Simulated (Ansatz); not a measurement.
# Fe (omega type): how the settings move a single-point run

Question: which choices in the input matter for Fe (omega type)?

Program: Ansatz 0.2.0. Level of theory: reference: DFT, PBE, all-electron LAPW, scalar-relativistic. These are calculated values, not measurements.

### Step 1. The structure to begin with

The structure is hexagonal, space group P6/mmm (No. 191). The conventional cell has a = 3.122 Å, b = 3.122 Å, c = 1.912 Å, α = 90.00°, β = 90.00°, γ = 120.00°. Fe (site symmetry 6/mmm) is surrounded by 14 Fe at 1.91 to 2.04 Å. Fe (site symmetry -6m2) is surrounded by 11 Fe at 1.80 to 2.04 Å.

As a file:

```cif
data_structure
_symmetry_space_group_name_H-M 'P6/mmm'
_symmetry_Int_Tables_number 191
_cell_length_a 3.1219
_cell_length_b 3.1219
_cell_length_c 1.9119
_cell_angle_alpha 90.000
_cell_angle_beta 90.000
_cell_angle_gamma 120.000
_cell_volume 16.14
loop_
_atom_site_label
_atom_site_type_symbol
_atom_site_symmetry_multiplicity
_atom_site_Wyckoff_symbol
_atom_site_fract_x
_atom_site_fract_y
_atom_site_fract_z
_atom_site_occupancy
Fe1 Fe 1 a 0.00000 0.00000 0.00000 1
Fe2 Fe 2 d 0.33333 0.66667 0.50000 1
```

### Step 2. Reference

Contents of input.yaml:

```yaml
crystal:
  lattice:
    - [3.1219250906, 0.0, 0.0]
    - [-1.5609625453, 2.7036664372, 0.0]
    - [0.0, 0.0, 1.9119129635]
  atoms:
    - { symbol: Fe, position: [0.0, 0.0, 0.0], spin: 2.5 }
    - { symbol: Fe, position: [0.3333333333, 0.6666666667, 0.5], spin: 2.5 }
    - { symbol: Fe, position: [0.6666666667, 0.3333333333, 0.5], spin: 2.5 }
magnetization:
  spin_polarized: true
kpoints:
  mp_grid: { grid: [9, 9, 12] }
  band_path:
    path:
      - [0.0, 0.0, 0.0]
      - [0.5, 0.0, 0.0]
      - [0.3333333333, 0.3333333333, 0.0]
      - [0.0, 0.0, 0.0]
      - [0.0, 0.0, 0.5]
      - [0.5, 0.0, 0.5]
      - [0.3333333333, 0.3333333333, 0.5]
      - [0.0, 0.0, 0.5]
      - [0.5, 0.0, 0.5]
    npoints: 8
scf:
  occupations: { method: fermi_dirac, width: 0.08 }
hamiltonian:
  xc: pbe
  pseudopotentials: { kind: all_electron, lapw: { basis_error: 0.001 } }
output:
  forces: true
  stress: true
  eigenvalues: true
  populations: true
  dos: { projected: true, de: 0.2, e_range: [-14, 8] }
```

Command:

```sh
$ ansatz run input.yaml --threads 2 --pin off --max-ram 6144MiB --backend cpu --events-out ev --progress --plain --runs-dir out
```

### Step 3. Variant: mp_grid.grid [6, 6, 8], preconditioner ldos

Changes to input.yaml since step 2:

```diff
@@ -12,3 +12,3 @@
 kpoints:
-  mp_grid: { grid: [9, 9, 12] }
+  mp_grid: { grid: [6, 6, 8] }
   band_path:
@@ -27,2 +27,3 @@
   occupations: { method: fermi_dirac, width: 0.08 }
+  mixing: { preconditioner: ldos }
 hamiltonian:
@@ -35,2 +36 @@
   populations: true
-  dos: { projected: true, de: 0.2, e_range: [-14, 8] }
```

What does the calculation give? Wanted: for each run, ending; energy change; pressure; gap; force.

The runs gave:

| run | ending | energy change | pressure (GPa) | gap (eV) | force (eV/Å) | cycles | time |
| --- | --- | --- | --- | --- | --- | --- | --- |
| reference | converged | 0 | 776.1 | 0.00 | 0.00 | 11 | 75 s |
| 1: mp_grid.grid [6, 6, 8], preconditioner ldos | converged | +0.9 meV/atom | 775.3 | 0.00 | 0.00 | 12 | 41 s |

Times don't compare one to one where runs were asked for different outputs or read a saved state (see the inputs); cycles may leave out searches for a lower state.

Residual by cycle in the longest SCF loop of each run; runs are numbered as in the table. The quantity is the density residual dr2, in eV.

| cycle | reference | run 1 |
| --- | --- | --- |
| 1 | 0.0799 | 0.0799 |
| 2 | 0.0394 | 0.0433 |
| 3 | 0.114 | 0.00477 |
| 4 | 0.0287 | 0.00249 |
| 5 | 7.8e-4 | 9.7e-4 |
| 6 | 3.3e-4 | 5.8e-4 |
| 7 | 6.6e-7 | 1.6e-4 |
| 8 | 4.7e-8 | 8.1e-7 |
| 9 | 1.2e-8 | 9.4e-8 |
| 10 | 3.9e-11 | 3.2e-10 |
| 11 | 1.7e-11 | 4.5e-11 |
| 12 | - | 2.5e-11 |

Changing the k-point mesh and mixing moves the energy by +0.9 meV/atom, and the pressure goes from 776.1 to 775.3 GPa. Sampling errors of the energy have no fixed sign. The structure is not at rest: the sound run finds 776 GPa, so these are no properties of the relaxed crystal. 
